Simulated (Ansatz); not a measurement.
# O on Pb(111): change of the work function, part 3 of 5

Aim: the work function of Pb(111) at several coverages of O (hcp site), and the dipole that each adsorbate carries.

Ansatz 0.2.0; plane-wave DFT, PBE, Ansatz PAW.

So far, work function, upper face (eV): step 2 (the clean slab) 3.75.

### Step 3. The covered slab, k-mesh 5×5×1, coverage 0.25 ML (continued)

ELF in the ca plane at fractional y = 0.330, with atoms of Pb and O within 0.2 Å of it. It is the smooth field of the valence electrons, not physical close to the nuclei.

Ten even steps from '0' (0.00) to '9' (0.85), each cell a mean:
```
22233332224444443223344331000000000000000000
11122222234422343222333221000000000000000000
11112222244200243222222211000000000000000000
11112222244200243222222211000000000000000000
11223322234432443222333321000000000000000000
22333333223444432223344331000000000000000000
22344443222333322233444431000000000000000000
23344443212222222233443321000000000000000000
22344443222333322233332211000000000000000000
22334433223444433222222343210000000000000000
22223322234433443211137898631000000000000000
11112222344300244211269789852100000000000000
11111222344200144311279579852100000000000000
11122222344311344211259899842000000000000000
22233332234444443211125787521000000000000000
22334433223444332222222332210000000000000000
23344443212233222233333211000000000000000000
23344443212222222233444321000000000000000000
22344443223333332233444431000000000000000000
```
Columns run along c (16.0 Å, from fractional 0.38 to 0.96 of the cell), rows up along a (7.0 Å). Atoms in or near the plane, at fractional coordinates: Pb at (0.54, 0.33), Pb at (0.54, 0.84), O at (0.69, 0.33).

The relaxation took 6 steps and lowered the energy by 0.41 eV; the largest force on the free atoms ends at 0.0072 eV/Å.

By hand: a sheet of dipoles makes a step −p/(ε₀A) in the electron's potential. With e/ε₀ = 180.95 V·Å, p = -0.07183 e·Å and A = 42.44 Å², that is −180.95 × (-0.07183) / 42.44 = +0.306 eV, and the two vacuum levels of the run differ by +0.306 eV.

The covered face has 4.09 eV, +0.34 eV against the clean one; the bare back face has moved by +0.04 eV, a measure of how thin the slab is.

### Step 4. The covered slab, k-mesh 5×5×1, coverage 0.5 ML

System of this step: Pb8O (O/Pb(111)). The cell holds 18 atoms: 16 Pb and 2 O. Cell: a = 7.000 Å, b = 7.000 Å, c = 27.323 Å, α = 90.0°, β = 90.0°, γ = 60.0°. Vacuum lies along c.

Another coverage, to see how the dipoles act on each other as their distance changes.

Contents of input.yaml:

```yaml
crystal:
  lattice:
    - [7.0003571338, 1.0e-10, 0.0]
    - [3.5001785668, 6.0624871134, 0.0]
    - [0.0, 0.0, 27.3229761486]
  atoms:
    - { symbol: Pb, position: [0.0, 0.0, 0.3293931068] }
    - { symbol: Pb, position: [0.1666666667, 0.1666666667, 0.4339894662] }
    - { symbol: Pb, position: [0.3333333333, 0.3333333333, 0.5441325028] }
    - { symbol: Pb, position: [0.0, 0.0, 0.6471533798] }
    - { symbol: Pb, position: [0.0, 0.5, 0.3293931068] }
    - { symbol: Pb, position: [0.1666666667, 0.6666666667, 0.4339894662] }
    - { symbol: Pb, position: [0.3333333333, 0.8333333333, 0.5441325028] }
    - { symbol: Pb, position: [0.0, 0.5, 0.6471533798] }
    - { symbol: Pb, position: [0.5, 0.0, 0.3293931068] }
    - { symbol: Pb, position: [0.6666666667, 0.1666666667, 0.4339894662] }
    - { symbol: Pb, position: [0.8333333333, 0.3333333333, 0.5441325028] }
    - { symbol: Pb, position: [0.5, 0.0, 0.6471533798] }
    - { symbol: Pb, position: [0.5, 0.5, 0.3293931068] }
    - { symbol: Pb, position: [0.6666666667, 0.6666666667, 0.4339894662] }
    - { symbol: Pb, position: [0.8333333333, 0.8333333333, 0.5441325028] }
    - { symbol: Pb, position: [0.5, 0.5, 0.6471533798] }
    - { symbol: O, position: [0.3333333333, 0.3333333333, 0.6706068932] }
    - { symbol: O, position: [0.8333333333, 0.3333333333, 0.6706068932] }
kpoints:
  mp_grid: { grid: [5, 5, 1] }
hamiltonian:
  xc: pbe
scf:
  occupations: { method: fermi_dirac, width: 0.1 }
  convergence: { dr2_threshold: 1.0e-08 }
efield:
  axis: 3
  dipole_correction: true
  ramp_position: 0.97
  ramp_width: 0.06
relax:
  f_tol: 0.02
  max_steps: 60
  constraints: [{ sites: [0, 1, 4, 5, 8, 9, 12, 13] }]
output:
  bader: true
  dos: { projected: true, e_range: [-8, 4] }
  write_potential: true
  write_density: true
  volumetric_format: npy
```

Command:

```console
> ansatz run input.yaml --threads 4 --pin off --max-ram 6144MiB --backend cpu --events-out ev --progress --plain --runs-dir out
```

Numbers of over 12 decimals in the logs are rounded to 6 here.

What it wrote:

```text
[...]
Crystal: 18 atoms, lattice volume = 1159.575 Å³
Basis set: ecut = 420 eV, 22645 PW (Γ), exchange–correlation on 96×96×384 points (8 copies of the dense FFT grid, shifted against one another)
Bands: 142, of which v1, the nominal top of the filled ones, is band 118 counted from 1 (117 counted from 0)
Symmetry: 4 space group operations
[...]
k-points: 9 of 25 (time reversal used)
[...]
SCF iter   1: F=—  HF=-191632.973197 eV  |F-HF|=—  |Δ(HF+E_count)|=         —  Δρ=1.94e-3  dr2=1.40e0  ethr=1.77e-3  p=0.081 e·Å  D=1.26e-2 V/Å  ΔV_dip=-0.34 eV  dr2_dipole=8.10e-1  V_vac-E_F(+/−)=3.46/3.80 eV  ⟨swp⟩=8.9  Hψ=6391  notcnv=0  defer=6
[...]
SCF iter   9: F=-191632.926829 eV  HF=-191632.926829 eV  |F-HF|=7.63e-9  |Δ(HF+E_count)|=   1.44e-8  Δρ=2.34e-7  dr2=9.13e-10  ethr=4.24e-12  p=0.001 e·Å  D=1.02e-4 V/Å  ΔV_dip=-0.00 eV  dr2_dipole=1.46e-10  V_vac-E_F(+/−)=3.81/3.82 eV  ⟨swp⟩=9.4  Hψ=8764  notcnv=0
SCF 1 converged in 9 iterations: F = -191632.926829 eV  dr2 = 9.13e-10
[...]
relax step   1: F+E_penalty+E_count = -191632.92682880 eV  Δ(F+E_penalty+E_count) = +0.000e0 eV  max|allowed force component| = 2.249e0 eV/Å  Δτ_max = 0.0000 Å  (9 SCF iters, accepted)
[...]
SCF iter   9: F=-191633.745262 eV  HF=-191633.745262 eV  |F-HF|=5.01e-9  |Δ(HF+E_count)|=   4.93e-8  Δρ=4.94e-7  dr2=4.25e-9  ethr=4.24e-12  p=-0.099 e·Å  D=-1.55e-2 V/Å  ΔV_dip=0.42 eV  dr2_dipole=8.07e-10  V_vac-E_F(+/−)=4.20/3.78 eV  ⟨swp⟩=15.4  Hψ=10242  notcnv=0
SCF 2 converged in 9 iterations: F = -191633.745262 eV  dr2 = 4.25e-9
[...]
relax step   2: F+E_penalty+E_count = -191633.74526195 eV  Δ(F+E_penalty+E_count) = -8.184e-1 eV  max|allowed force component| = 7.622e-1 eV/Å  Δτ_max = 0.1919 Å  (9 SCF iters, accepted)
SCF iter   1: F=—  HF=-191634.008793 eV  |F-HF|=—  |Δ(HF+E_count)|=         —  Δρ=4.89e-3  dr2=2.64e-1  ethr=1.19e-3  p=-0.099 e·Å  D=-1.55e-2 V/Å  ΔV_dip=0.42 eV  dr2_dipole=6.16e-3  V_vac-E_F(+/−)=4.19/3.76 eV  ⟨swp⟩=6.1  Hψ=4641  notcnv=0  defer=17
[...]
SCF iter   9: F=-191633.939357 eV  HF=-191633.939357 eV  |F-HF|=6.02e-8  |Δ(HF+E_count)|=  1.46e-10  Δρ=3.15e-7  dr2=1.08e-9  ethr=4.24e-12  p=-0.135 e·Å  D=-2.11e-2 V/Å  ΔV_dip=0.58 eV  dr2_dipole=4.38e-14  V_vac-E_F(+/−)=4.35/3.77 eV  ⟨swp⟩=15.2  Hψ=10117  notcnv=0
SCF 3 converged in 9 iterations: F = -191633.939357 eV  dr2 = 1.08e-9
relax step   3: F+E_penalty+E_count = -191633.93935690 eV  Δ(F+E_penalty+E_count) = -1.941e-1 eV  max|allowed force component| = 1.431e-1 eV/Å  Δτ_max = 0.1972 Å  (9 SCF iters, accepted)
[...]
relax step   4: F+E_penalty+E_count = -191633.98452024 eV  Δ(F+E_penalty+E_count) = -4.516e-2 eV  max|allowed force component| = 6.671e-2 eV/Å  Δτ_max = 0.2000 Å  (9 SCF iters, accepted)
[...]
relax step   5: F+E_penalty+E_count = -191633.98830460 eV  Δ(F+E_penalty+E_count) = -3.784e-3 eV  max|allowed force component| = 6.212e-2 eV/Å  Δτ_max = 0.0741 Å  (8 SCF iters, accepted)
SCF iter   1: F=—  HF=-191633.993735 eV  |F-HF|=—  |Δ(HF+E_count)|=         —  Δρ=8.69e-4  dr2=1.10e-2  ethr=2.88e-5  p=-0.179 e·Å  D=-2.80e-2 V/Å  ΔV_dip=0.76 eV  dr2_dipole=5.46e-4  V_vac-E_F(+/−)=4.54/3.77 eV  ⟨swp⟩=4.1  Hψ=3308  notcnv=0  defer=23
[...]
SCF iter   8: F=-191633.991383 eV  HF=-191633.991383 eV  |F-HF|=2.94e-9  |Δ(HF+E_count)|=   2.57e-8  Δρ=2.67e-7  dr2=1.39e-9  ethr=4.24e-12  p=-0.180 e·Å  D=-2.81e-2 V/Å  ΔV_dip=0.77 eV  dr2_dipole=1.97e-11  V_vac-E_F(+/−)=4.54/3.77 eV  ⟨swp⟩=15.0  Hψ=9677  notcnv=0
SCF 6 converged in 8 iterations: F = -191633.991383 eV  dr2 = 1.39e-9
relax step   6: F+E_penalty+E_count = -191633.99138323 eV  Δ(F+E_penalty+E_count) = -3.079e-3 eV  max|allowed force component| = 1.094e-2 eV/Å  Δτ_max = 0.0351 Å  (8 SCF iters, accepted)
[...]
SCF converged after 8 iterations
Free energy (F): -191633.991383 eV
[...]
Internal energy: -191633.704188 eV  (E = F + TS)
E sigma→0 (E₀):  -191633.847786 eV
Entropy (-TS):   -0.287195 eV (-15.955 meV/atom)
Fermi energy:    2.327429 eV
Dipole field:    D = -0.028126 V/Å  (p = -0.180239 e·Å, saw-weighted, corrected)
Work function:   Φ+ = 4.5421 eV   Φ− = 3.7736 eV
[...]
--- Forces (eV/Å), atoms counted from 1 ---
  atom   1  Pb     0.00000000    -0.00602822     0.01686778
  atom   2  Pb    -0.00000000     0.01506783     0.01664760
  atom   3  Pb    -0.00000000     0.00510498    -0.01014727
  atom   4  Pb     0.00000000    -0.00144559    -0.00915673
  atom   5  Pb     0.00000000    -0.00013259     0.03451583
  atom   6  Pb     0.00000000    -0.01212217    -0.06744232
  atom   7  Pb     0.00000000    -0.00768690     0.01094338
  atom   8  Pb     0.00000000    -0.00330712     0.00737478
  atom   9  Pb     0.00000000    -0.00602822     0.01686778
  atom  10  Pb    -0.00000000     0.01506783     0.01664760
  atom  11  Pb    -0.00000000     0.00510498    -0.01014727
  atom  12  Pb     0.00000000    -0.00144559    -0.00915673
  atom  13  Pb     0.00000000    -0.00013259     0.03451583
  atom  14  Pb     0.00000000    -0.01212217    -0.06744232
  atom  15  Pb     0.00000000    -0.00768690     0.01094338
  atom  16  Pb     0.00000000    -0.00330712     0.00737478
  atom  17  O     -0.00000000     0.01054675     0.00039619
  atom  18  O     -0.00000000     0.01054675     0.00039619
  max |Σ_I F_I| component: 6.09e-6 eV/Å
--- Band table (eV; the first three rows and the last of 9) ---
  k-point 0: bands = [... 114 lower, 1.0215, 1.1523, 2.0128, 2.2266, 3.1938, 3.3121, 3.3698, 3.4000, ... 20 higher]
  k-point 1: bands = [... 114 lower, 1.1353, 1.2023, 2.1976, 2.3640, 2.7078, 2.8318, 2.9925, 3.5489, ... 20 higher]
  k-point 2: bands = [... 114 lower, 1.5613, 1.8870, 2.0181, 2.0531, 2.6025, 2.6176, 3.0014, 3.0185, ... 20 higher]
  k-point 8: bands = [... 114 lower, 1.7612, 1.9505, 2.1143, 2.1792, 2.5130, 2.5417, 2.6521, 2.9959, ... 20 higher]
--- Relaxed structure (6 steps of the walk, 6 accepted, 0 SCFs on fresh bases) ---
  F+E_penalty+E_count = -191633.99138323 eV   max|allowed force component| = 1.094e-2 eV/Å
  atoms:
    - { symbol: Pb, position: [-7.709882116350023e-19, 0, 0.3293931068] }
    - { symbol: Pb, position: [0.166667, 0.1666666667, 0.433989] }
    - { symbol: Pb, position: [0.335790, 0.328419, 0.543472] }
    - { symbol: Pb, position: [0.00568789, -0.011376, 0.647898] }
    - { symbol: Pb, position: [-2.7755575615628914e-17, 0.5, 0.3293931068] }
    - { symbol: Pb, position: [0.166667, 0.666667, 0.433989] }
    - { symbol: Pb, position: [0.334406, 0.831187, 0.538024] }
    - { symbol: Pb, position: [0.00296755, 0.494065, 0.659337] }
    - { symbol: Pb, position: [0.5, 0.0, 0.3293931068] }
    - { symbol: Pb, position: [0.666667, 0.1666666667, 0.433989] }
    - { symbol: Pb, position: [0.835790, 0.328419, 0.543472] }
    - { symbol: Pb, position: [0.505688, -0.011376, 0.647898] }
    - { symbol: Pb, position: [0.500000, 0.500000, 0.3293931068] }
    - { symbol: Pb, position: [0.666667, 0.666667, 0.433989] }
    - { symbol: Pb, position: [0.834406, 0.831187, 0.538024] }
    - { symbol: Pb, position: [0.502968, 0.494065, 0.659337] }
    - { symbol: O, position: [0.347471, 0.305059, 0.691551] }
    - { symbol: O, position: [0.847471, 0.305059, 0.691551] }
--- Bader charges: 18 sites ---
  site symbol  charge [e]  shift [e]
     0     Pb     -0.0013     0.0000
     1     Pb      0.0029     0.0000
     2     Pb     -0.0600     0.0000
     3     Pb      0.3594     0.0000
     4     Pb      0.0057     0.0000
     5     Pb     -0.0060     0.0000
     6     Pb      0.0024     0.0000
     7     Pb      0.7741     0.0000
     8     Pb     -0.0013     0.0000
     9     Pb      0.0029     0.0000
    10     Pb     -0.0600     0.0000
    11     Pb      0.3594     0.0000
    12     Pb      0.0057     0.0000
    13     Pb     -0.0060     0.0000
    14     Pb      0.0024     0.0000
    15     Pb      0.7741     0.0000
    16      O     -1.0771     0.0000
    17      O     -1.0771     0.0000
  estimated error of the sums over rays = 4.0e-4 e
```

Wall time 4.7 min (4 threads of Arm Neoverse V2, shared host); peak memory 3.9 GiB.

The steps of the relaxation:

```
step  energy less that of the first step (eV)  largest force component (eV/Å)
   1                                   0.0000                          2.2493
   2                                  -0.8184                          0.7622
   3                                  -1.0125                          0.1431
   4                                  -1.0577                          0.0667
   5                                  -1.0615                          0.0621
   6                                  -1.0646                          0.0109
```

The run keeps the 4 symmetry operations that it works with, so distortions that break them were not tested.

The atoms that moved most (Å):

```
atom     dx      dy      dz  length
 O17  0.000  -0.171   0.572   0.597
 O18  0.000  -0.171   0.572   0.597
 Pb8  0.000  -0.036   0.333   0.335
Pb16  0.000  -0.036   0.333   0.335
Pb15  0.000  -0.013  -0.167   0.167
 Pb7  0.000  -0.013  -0.167   0.167
 Pb4  0.000  -0.069   0.020   0.072
Pb12  0.000  -0.069   0.020   0.072
```

The relaxed structure:

```
Pb O
1.0
     7.00036    0.00000    0.00000
     3.50018    6.06249    0.00000
     0.00000    0.00000   27.32298
Pb O
16 2
Direct
  0.00000 0.00000 0.32939
  0.16667 0.16667 0.43399
  0.33579 0.32842 0.54347
  0.00569 0.98862 0.64790
  0.00000 0.50000 0.32939
  0.16667 0.66667 0.43399
  0.33441 0.83119 0.53802
  0.00297 0.49406 0.65934
  0.50000 0.00000 0.32939
  0.66667 0.16667 0.43399
  0.83579 0.32842 0.54347
  0.50569 0.98862 0.64790
  0.50000 0.50000 0.32939
  0.66667 0.66667 0.43399
  0.83441 0.83119 0.53802
  0.50297 0.49406 0.65934
  0.34747 0.30506 0.69155
  0.84747 0.30506 0.69155
```

Numbers from this step:

```
energy at zero smearing        : -191633.8478 eV
work function, upper face      : 4.542 eV
work function, lower face      : 3.774 eV
dipole along the normal        : -0.1802 e·Å
step between the vacuum levels : 0.7685 eV
```

The density of states has structure finer than the step of the table below, so its rows give means over 0.5 eV, whole bins alone (the curve runs from -8 to 1.98 eV). Peaks (eV: height): -7.97: 28.2, -7.73: 20.7, -6.83: 25.1, -3.55: 20.6, -0.15: 20.6, 0.66: 22.9, 0.93: 26.3.

Table of density of states by energy, zero at the Fermi level; means over each step:

energy (eV), density of states (states/eV a cell) and a bar:
```
     -7.5       11.4 #############################
     -7.0       10.7 ###########################
     -6.5        0.0 
     -6.0        0.0 
     -5.5        0.0 
     -5.0        0.0 
     -4.5        2.9 #######
     -4.0        5.5 ##############
     -3.5        9.2 #######################
     -3.0        8.1 ####################
     -2.5       11.4 #############################
     -2.0       11.0 ############################
     -1.5       10.3 ##########################
     -1.0        8.3 #####################
     -0.5        8.2 #####################
      0.0       10.1 #########################
      0.5        8.4 #####################
      1.0       11.9 ##############################
      1.5       12.0 ##############################
```

Projected DOS per atom over height of the atomic layer and energy from the Fermi level. Layers: Pb4 Pb4 Pb4 Pb4 O2 from below.

Ten even steps from '0' (0.00 states/eV) to '9' (1.91 states/eV), each cell a mean:
```
44341
43330
42331
21221
32221
22210
21221
33311
34312
34314
12226
01129
00029
00029
00001
00000
00000
00000
00000
44300
33410
32242
```
Columns: height of the atomic layer (Å) from 9 to 18.9 (not evenly spaced); rows upwards: energy from the Fermi level (eV) from -7.96 to 1.95.

The relaxation took 6 steps and lowered the energy by 1.1 eV; the largest force on the free atoms ends at 0.011 eV/Å.

The covered face has 4.54 eV, +0.79 eV against the clean one; the bare back face has moved by +0.03 eV, a measure of how thin the slab is.

### Step 5. Adsorbate added, k-mesh 10×10×1, coverage 1 ML

System of this step: Pb4O (O/Pb(111)). The cell holds 5 atoms: 4 Pb and 1 O. Cell: a = 3.500 Å, b = 3.500 Å, c = 27.323 Å, α = 90.0°, β = 90.0°, γ = 60.0°. Vacuum lies along c.

Another coverage, to see how the dipoles act on each other as their distance changes.

input.yaml, the sections that differ from step 4:

```yaml
crystal:
  lattice:
    - [3.5001785669, 0.0, 0.0]
    - [1.7500892834, 3.0312435567, 0.0]
    - [0.0, 0.0, 27.3229761486]
  atoms:
    - { symbol: Pb, position: [0.0, 0.0, 0.3293931068] }
    - { symbol: Pb, position: [0.3333333333, 0.3333333333, 0.4339894662] }
    - { symbol: Pb, position: [0.6666666667, 0.6666666667, 0.5441325028] }
    - { symbol: Pb, position: [0.0, 0.0, 0.6471533798] }
    - { symbol: O, position: [0.6666666667, 0.6666666667, 0.6706068932] }
kpoints:
  mp_grid: { grid: [10, 10, 1] }
relax:
  f_tol: 0.02
  max_steps: 60
  constraints: [{ sites: [0, 1] }]
output:
  bader: true
  write_potential: true
  write_density: true
  volumetric_format: npy
# hamiltonian, scf, efield: as in step 4
```

What it wrote:

```text
[...]
Crystal: 5 atoms, lattice volume = 289.894 Å³
Basis set: ecut = 420 eV, 5641 PW (Γ), exchange–correlation on 48×48×384 points (8 copies of the dense FFT grid, shifted against one another)
Bands: 38, of which v1, the nominal top of the filled ones, is band 31 counted from 1 (30 counted from 0)
Symmetry: 6 space group operations
[...]
- { symbol: Pb, position: [0.666667, 0.666667, 0.537822] }
[...]
- { symbol: O, position: [0.666667, 0.666667, 0.707913] }
--- Bader charges: 5 sites ---
  site symbol  charge [e]  shift [e]
     0     Pb      0.0084     0.0000
     1     Pb     -0.0196     0.0000
     2     Pb      0.0161     0.0000
     3     Pb      1.0503     0.0002
     4      O     -1.0552     0.0002
  estimated error of the sums over rays = 3.0e-4 e
[key lines of the parts left out:]
SCF converged after 8 iterations
Free energy (F): -48191.800446 eV
Fermi energy:    1.912129 eV
Dipole field:    D = -0.089369 V/Å  (p = -0.143174 e·Å, saw-weighted, corrected)
Work function:   Φ+ = 6.3063 eV   Φ− = 3.8645 eV
```

Run time: 25 s. Hardware: 4 threads; peak memory 0.7 GiB; 96 s of CPU time.

Step by step:

```
step  energy less that of the first step (eV)  largest force component (eV/Å)
   1                                   0.0000                          2.5965
   2                                  -0.5035                          0.8491
   3                                  -0.6649                          0.1922
   4                                  -0.7060                          0.0944
   5                                  -0.7282                          0.0528
   6                                  -0.7361                          0.0139
   7                                  -0.7367                          0.0053
```

Forces are held to the 6 operations that the run works with; a distortion that breaks them can't arise in this run.

The atoms that moved most (Å):

```
atom     dx     dy      dz  length
  O5  0.000  0.000   1.019   1.019
 Pb4  0.000  0.000   0.659   0.659
 Pb3  0.000  0.000  -0.172   0.172
```

Final coordinates:

```xyz
5
Lattice="3.5002 0.0000 0.0000 1.7501 3.0312 0.0000 0.0000 0.0000 27.3230" Properties=species:S:1:pos:R:3
Pb    0.0000    0.0000    9.0000
Pb    1.7501    1.0104   11.8579
Pb    3.5002    2.0208   14.6949
Pb    0.0000    0.0000   18.3411
O     3.5002    2.0208   19.3423
```

Running mean over 2.858 Å of the planar mean; the ramp of the sawtooth is left out. Table of electron's electrostatic potential energy less the Fermi level by z:

z (Å), electron's electrostatic potential energy less the Fermi level (eV) and a bar from the least value:
```
        4       3.86 ########################
        5       3.85 ########################
        6       3.70 ########################
        7       2.00 ###################
        8      -3.15 #######
        9      -5.34 ##
       10      -5.43 #
       11      -5.40 #
       12      -5.39 #
       13      -5.54 #
       14      -5.53 #
       15      -5.21 ##
       16      -2.29 #########
       17      -2.13 #########
       18      -6.00 
       19      -5.55 #
       20       0.09 ###############
       21       5.25 ###########################
       22       6.27 ##############################
       23       6.30 ##############################
       24       6.31 ##############################
```

The relaxation took 7 steps and lowered the energy by 0.74 eV; the largest force on the free atoms ends at 0.0053 eV/Å.

The covered face has 6.31 eV, +2.56 eV against the clean one; the bare back face has moved by +0.12 eV, a measure of how thin the slab is.

### Step 6. Work function against coverage

This step: plane-wave DFT, PBE, Ansatz PAW; work function against coverage (Ansatz 0.2.0).

The runs are now put side by side.

This step gave:

```
work function of the clean face     : 3.748 eV
largest change of the work function : 2.558 eV
```

Work function of the covered face against coverage:

```
coverage (adsorbates/nm²)  work function of the covered face (eV)
                     0.00                                    3.75
                     2.36                                    4.09
                     4.71                                    4.54
                     9.43                                    6.31
```

The dipole per adsorbate comes from the change of the cell's dipole. Coverage, by row:

```
coverage (1/nm²)  coverage (ML)  work function (eV)  change (eV)  dipole per adsorbate, positive end outwards (debye)  mean height of the added atoms over the highest substrate atom (Å)
           2.356           0.25               4.085       0.3374                                               -0.339                                                              0.9363
           4.713            0.5               4.542       0.7941                                                -0.43                                                              0.8802
           9.425              1               6.306        2.558                                               -0.686                                                               1.001
```

(Continued in part 4 of 5.)

[Logs are printed without paths, hosts, clocks, repeated set-up lines and the standing remarks that a program may print on its own settings, such as how far it seeks lower states.]

[Hosts, paths, dates, database ids (printed as entryN), source tags and the programs' standing remarks are cut or masked in the printed files.]

[Maps of the electrostatic potential energy from Ansatz leave out the sawtooth potential of an applied field or a dipole correction, so their vacuum need not be flat; planar profiles and work functions include it.]

[The density of states shown here was stored with 400 of the rows of the run's finer table, so its peaks can read low, often by over a quarter, or be missed, and its means over a window can be off by a tenth or more.]
